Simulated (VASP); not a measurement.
# Mg (R-3m) in VASP: notebook

One crystal, Mg, is run at these levels: r2SCAN; tasks: single point.

All numbers are computed with VASP 6.6.1; they aren't measurements. Logs are shortened: lines on timing, memory, paths and dates and some standing lists are left out, and cuts for length are marked.

## Step 1: The crystal as given

Symmetry: R-3m, No. 166, trigonal system. The conventional cell has a = 3.188 Å, b = 3.188 Å, c = 23.126 Å, α = 90.00°, β = 90.00°, γ = 120.00°. Around Mg (site symmetry -3m) lie 12 Mg at 3.16 to 3.19 Å. Around Mg (site symmetry 3m) lie 12 Mg at 3.15 to 3.19 Å.

This isn't the form of Mg at room conditions, which is hcp.

## Step 2: Single point, r2SCAN

Contents of POSCAR:

```
Mg
1.0
    1.5938640631      0.9202178459      7.7085464394
   -1.5938640631      0.9202178459      7.7085464394
    0.0000000000     -1.8404356918      7.7085464394
Mg
3
Direct
    0.0000000000      0.0000000000      0.0000000000
    0.2220250182      0.2220250182      0.2220250182
    0.7779749818      0.7779749818      0.7779749818
```

Contents of INCAR.step1:

```
SYSTEM = Mg
  PREC = Accurate
  ENCUT = 520
  ISMEAR = 0
  SIGMA = 0.1
  LREAL = .False.
  LASPH = .True.
  NELM = 100
  NBANDS = 10
  GGA = PE
  ALGO = Normal
  EDIFF = 1E-4
  LWAVE = .True.
  LCHARG = .False.
```

Contents of INCAR.step2:

```
SYSTEM = Mg
  PREC = Accurate
  ENCUT = 520
  EDIFF = 1E-7
  ISMEAR = 0
  SIGMA = 0.1
  LREAL = .False.
  LASPH = .True.
  NELM = 100
  ALGO = Normal
  ISIF = 2
  LWAVE = .False.
  LCHARG = .False.
  METAGGA = R2SCAN
  LMIXTAU = .True.
  NBANDS = 10
  ISTART = 1
```

Contents of KPOINTS:

```
regular mesh
0
Gamma
  15 15 15
  0 0 0
```

Potentials or basis: VASP PAW PBE potentials, release 64 (Mg).

On the command line:

```sh
$ cat potpaw_PBE.64/Mg/POTCAR > POTCAR
$ cp INCAR.step1 INCAR
$ mpirun -np 1 vasp_std > vasp.out
$ cp INCAR.step2 INCAR
$ mpirun -np 1 vasp_std > vasp.out
```

OUTCAR:

```text
SYSTEM = Mg
   PREC = Accurate
   ENCUT = 520
   EDIFF = 1E-7
   ISMEAR = 0
   LREAL = .False.
   LASPH = .True.
   NELM = 100
   ISIF = 2
   METAGGA = R2SCAN
   ISTART = 1

 ion  position               nearest neighbor table
   1  0.000  0.000  0.000-   3 3.16   3 3.16   2 3.16   2 3.16   3 3.16   2 3.16
   2  0.222  0.222  0.222-   3 3.15   3 3.15   3 3.15   1 3.16   1 3.16   1 3.16
   3  0.778  0.778  0.778-   2 3.15   2 3.15   2 3.15   1 3.16   1 3.16   1 3.16

  LATTYP: Found a trigonal (rhomboedric) cell.
 ALAT       =     7.9252061010
 COS(alpha) =     0.9191069105

  Lattice vectors:

 A1 = (   1.5938640631,   0.9202178459,   7.7085464394)
 A2 = (  -1.5938640631,   0.9202178459,   7.7085464394)
 A3 = (   0.0000000000,  -1.8404356918,   7.7085464394)

Analysis of symmetry for initial positions (statically):
=====================================================================
 Subroutine PRICEL returns:
 Original cell was already a primitive cell.

 Routine SETGRP: Setting up the symmetry group for a
 trigonal (rhombohedral) supercell.

 Subroutine GETGRP returns: Found 12 space group operations
 (whereof 12 operations were pure point group operations)
 out of a pool of 12 trial point group operations.

The static configuration has the point symmetry D_3d.

Analysis of symmetry for dynamics (positions and initial velocities):
=====================================================================
 Subroutine PRICEL returns:
 Original cell was already a primitive cell.

 Routine SETGRP: Setting up the symmetry group for a
 trigonal (rhombohedral) supercell.

 Subroutine GETGRP returns: Found 12 space group operations
 (whereof 12 operations were pure point group operations)
 out of a pool of 12 trial point group operations.

The dynamic configuration has the point symmetry D_3d.

 Subroutine INISYM returns: Found 12 space group operations
 (whereof 12 operations are pure point group operations),
 and found     1 'primitive' translations

----------------------------------------------------------------------------------------

                                     Primitive cell

  volume of cell :      67.8369

  direct lattice vectors                    reciprocal lattice vectors
     1.593864063  0.920217846  7.708546439     0.313703039  0.181116534  0.043242048
    -1.593864063  0.920217846  7.708546439    -0.313703039  0.181116534  0.043242048
     0.000000000 -1.840435692  7.708546439     0.000000000 -0.362233068  0.043242048

[... 94 lines left out ...]
   TEBEG  =    0.0;   TEEND  =   0.0 temperature during run
   PSTRESS=    0.0 pullay stress
   NELECT =       6.0000    total number of electrons
   NUPDOWN=      -1.0000    fix difference up-down
   EMIN   =  10.00;   EMAX   =-10.00  energy-range for DOS
   EFERMI =   0.00;   METHOD = LEGACY
   ISMEAR =     0;   SIGMA  =   0.10  broadening in eV -4-tet -1-fermi 0-gaus
   EFERMI_NEDOS =   21; number of points for ismear=-14 and -15
   IALGO  =     38    algorithm
   IMIX   =      4    mixing-type and parameters
     AMIX     =   0.40;   BMIX     =  1.00
     AMIX_MAG =   1.60;   BMIX_MAG =  1.00
  volume/ion in A,a.u.               =      22.61       152.60
  Fermi-wavevector in a.u.,A,eV,Ry     =   0.729407  1.378380  7.238773  0.532035
  Thomas-Fermi vector in A             =   1.821121
   LORBIT       =      0    0 simple, 1 ext, 2 COOP (PROOUT), +10 PAW based schemes
   METAGGA = R2SCAN    functional components
   LHFCALC =     F    Hartree Fock is set to
   AEXX    =    0.0000 exact exchange contribution
   IVDW    =     0    specifies the selected vdW correction
   LEPSILON=     F    determine dielectric tensor
   LRPA    =     F    only Hartree local field effects (RPA)
 non-spin polarized calculation
 Gauss-broadening in eV      SIGMA  =   0.10
  energy-cutoff  :      520.00
  volume of cell :       67.84
 maximum number of plane-waves:      1845
   NGX = 29   NGY = 29   NGZ = 29

 number of electron       6.0000000 magnetization

 Free energy of the ion-electron system (eV)
  ---------------------------------------------------
  ext. energy  EPLUGINS =         0.00000000
  ---------------------------------------------------
  free energy    TOTEN  =       -12.43571051 eV

  energy without entropy =      -12.43040233  energy(sigma->0) =      -12.43305642

 E-fermi :   2.7028     XC(G=0):  -9.0889

 val. band max:        2.6987941801   @ k =  -0.2667  -0.4667   0.0667
 cond. band min:       2.7029285554   @ k =  -0.4000   0.4000   0.2000
 fundamental gap:      0.0041343753
 Fermi energy:         2.7028168033

 k-point     1 :       0.0000    0.0000    0.0000
  band No.  band energies     occupation
      1      -4.7315      2.00000
      2      -2.0687      2.00000
      3      -2.0597      2.00000
      4       5.6623      0.00000
      5       5.6661      0.00000
      6      14.6537      0.00000
      7      14.6537      0.00000
      8      14.8290      0.00000
      9      14.8290      0.00000
     10      15.0364      0.00000
[... 287 lines left out ...]
 k-point    24 :       0.2000    0.1333    0.0000
  band No.  band energies     occupation
      1      -4.0442      2.00000
      2      -1.9778      2.00000
      3      -0.8197      2.00000
      4       5.1557      0.00000
      5       7.2753      0.00000
      6       9.8502      0.00000
      7      10.0879      0.00000
      8      10.8242      0.00000
      9      12.3321      0.00000
     10      13.8003      0.00000

 [... further k-points ...]

------------------------ aborting loop because EDIFF is reached ----------------------------------------

  FORCE on cell =-STRESS in cart. coord.  units (eV):
  Direction    XX          YY          ZZ          XY          YZ          ZX
  --------------------------------------------------------------------------------------
  -------------------------------------------------------------------------------------
  Total       -0.1130217     -0.1130217     -0.1100250      0.0000000      0.0000000      0.0000000
  in kB       -2.6693581     -2.6693581     -2.5985822      0.0000000      0.0000000      0.0000000
  external PRESSURE =      -2.6457661 kB  Pullay stress =       0.0000000 kB

 VOLUME and BASIS-vectors are now :
 -----------------------------------------------------------------------------
  energy-cutoff  :      520.00
  volume of cell :       67.84
      direct lattice vectors                 reciprocal lattice vectors
     1.593864063  0.920217846  7.708546439     0.313703039  0.181116534  0.043242048
    -1.593864063  0.920217846  7.708546439    -0.313703039  0.181116534  0.043242048
     0.000000000 -1.840435692  7.708546439     0.000000000 -0.362233068  0.043242048

 POSITION                                       TOTAL-FORCE (eV/Angst)
 -----------------------------------------------------------------------------------
      0.00000      0.00000      0.00000        -0.000000     -0.000000     -0.000000
      0.00000      0.00000      5.13447         0.000000      0.000000     -0.001623
      0.00000      0.00000     17.99117         0.000000      0.000000      0.001623
 -----------------------------------------------------------------------------------
    total drift:                                0.000000      0.000000     -0.000000

  FREE ENERGIE OF THE ION-ELECTRON SYSTEM (eV)
  ---------------------------------------------------
  free  energy   TOTEN  =       -12.4357105102 eV

  energy  without entropy=      -12.4304023286  energy(sigma->0) =      -12.43305642
```

OUTCAR.step1:

```text
SYSTEM = Mg
   PREC = Accurate
   ENCUT = 520
   ISMEAR = 0
   LREAL = .False.
   LASPH = .True.
   NELM = 100
[... 537 lines left out ...]
      0.00000      0.00000      0.00000         0.000000      0.000000     -0.000000
      0.00000      0.00000      5.13447        -0.000000     -0.000000      0.000967
      0.00000      0.00000     17.99117        -0.000000      0.000000     -0.000967
 -----------------------------------------------------------------------------------
    total drift:                               -0.000000     -0.000000     -0.000000

  FREE ENERGIE OF THE ION-ELECTRON SYSTEM (eV)
  ---------------------------------------------------
  free  energy   TOTEN  =        -4.5134443742 eV

  energy  without entropy=       -4.5075466518  energy(sigma->0) =       -4.51049551
```

OSZICAR.step1:

```text
N       E                     dE             d eps       ncg     rms          rms(c)
DAV:   1     0.130732300081E+01    0.13073E+01   -0.20240E+03  6888   0.426E+02
DAV:   2    -0.439828437108E+01   -0.57056E+01   -0.55088E+01  9008   0.432E+01
DAV:   3    -0.453358968351E+01   -0.13531E+00   -0.13109E+00  9362   0.518E+00
DAV:   4    -0.453421885270E+01   -0.62917E-03   -0.62900E-03  8672   0.347E-01
DAV:   5    -0.453422332765E+01   -0.44749E-05   -0.44747E-05  8476   0.313E-02    0.116E+00
DAV:   6    -0.452464615423E+01    0.95772E-02   -0.10372E-03  8292   0.256E-01    0.743E-01
DAV:   7    -0.451343969621E+01    0.11206E-01   -0.37070E-03  7338   0.440E-01    0.389E-02
DAV:   8    -0.451344437422E+01   -0.46780E-05   -0.29726E-05  5738   0.316E-02
   1 F= -.45134444E+01 E0= -.45104955E+01  d E =-.589772E-02
```

Wall time 24 min (1 thread of Intel Xeon 6975P-C (Granite Rapids), shared host); peak memory 0.69 GiB.

Results:

| Item | Value |
| --- | --- |
| Free energy | -12.4357 eV |
| Pressure | -0.3 GPa |
| Band gap on the k mesh | none (metal or under the smearing width) |

Caveat: the PAW data sets were made with another functional, which shifts forces and pressure a little.

## Step 3: Single point, r2SCAN

This run uses another cell than the first one: it holds 6 atoms, not 3.

Contents of POSCAR:

```
Mg
1.0
    3.1877281262      0.0000000000      0.0000000000
   -1.5938640631      2.7606535377      0.0000000000
    0.0000000000      0.0000000000     27.8430169302
Mg
6
Direct
    0.6666666667      0.3333333333      0.2693673613
    0.3333333333      0.6666666667      0.3618169674
    0.6666666667      0.3333333333      0.4537751969
    0.3333333333      0.6666666667      0.5462248031
    0.0000000000      0.0000000000      0.6386744092
    0.3333333333      0.6666666667      0.7306326387
```

Contents of INCAR.step1:

```
SYSTEM = Mg
ALGO     = Normal         ! electronic algorithm
DIPOL    = 0.5 0.5 0.500
EDIFF    = 1E-4           ! SCF threshold, eV
ENCUT    = 520            ! plane-wave cutoff, eV
GGA      = PE             ! functional
IDIPOL   = 3            
ISMEAR   = 0              ! smearing method
LASPH    = .True.         ! aspherical terms in the spheres
LCHARG   = .False.        ! write CHGCAR
LDIPOL   = .True.       
LREAL    = .False.        ! projectors in reciprocal space
LWAVE    = .True.         ! write WAVECAR
NBANDS   = 15             ! bands
NELM     = 100            ! most SCF steps
PREC     = Accurate       ! precision mode
SIGMA    = 0.1            ! smearing width, eV
```

Contents of INCAR.step2:

```
SYSTEM = Mg
ALGO     = Normal         ! electronic algorithm
DIPOL    = 0.5 0.5 0.500
EDIFF    = 1E-6           ! SCF threshold, eV
ENCUT    = 520            ! plane-wave cutoff, eV
IDIPOL   = 3            
ISIF     = 2              ! what is computed and relaxed
ISMEAR   = 0              ! smearing method
ISTART   = 1            
LASPH    = .True.         ! aspherical terms in the spheres
LCHARG   = .True.         ! write CHGCAR
LDIPOL   = .True.       
LELF     = .True.         ! ELF
LMIXTAU  = .True.       
LREAL    = .False.        ! projectors in reciprocal space
LVACPOTAV= .True.       
LVHAR    = .True.       
LWAVE    = .False.        ! write WAVECAR
METAGGA  = R2SCAN         ! meta-GGA
NBANDS   = 15             ! bands
NELM     = 100            ! most SCF steps
PREC     = Accurate       ! precision mode
SIGMA    = 0.1            ! smearing width, eV
```

Contents of KPOINTS:

```
k-points
0
Gamma
  6 6 1
  0 0 0
```

Potentials or basis: VASP PAW PBE potentials, release 64 (Mg).

On the command line:

```sh
$ cat potpaw_PBE.64/Mg/POTCAR > POTCAR
$ cp INCAR.step1 INCAR
$ mpirun -np 1 vasp_std > vasp.out
$ cp INCAR.step2 INCAR
$ mpirun -np 1 vasp_std > vasp.out
```

Wall time 1.7 min (1 thread of Intel Xeon 6975P-C (Granite Rapids), shared host); peak memory 0.37 GiB.

It converged, with:

```yaml
Free_energy: -24.0172 eV
Largest_force: 0.148 eV/Å
Band_gap_on_the_k_mesh: none (metal or under the smearing width)
Work_function_of_the_upper_face: 3.88 eV
Work_function_of_the_lower_face: 3.89 eV
```

Forces on the atoms (eV/Å):
```
Mg   0.000  0.000 -0.124
Mg   0.000  0.000  0.104
Mg   0.000  0.000 -0.056
Mg   0.000  0.000  0.054
Mg   0.000  0.000 -0.127
Mg   0.000  0.000  0.148
```

Levels at points of the mesh, in eV from the Fermi level:
```csv
k point,band 4,band 5,band 6,band 7,band 8,band 9
"(0.00, 0.00, 0.00)",-5.13,-3.90,-2.41,-1.26,0.70,2.31
"(0.50, 0.00, 0.00)",-1.64,-1.20,-1.05,-0.06,0.27,1.15
```

Caveat: the k mesh is coarse (spacing up to 0.38 Å⁻¹), so the values aren't converged; the PAW data sets were made with another functional, which shifts forces and pressure a little.
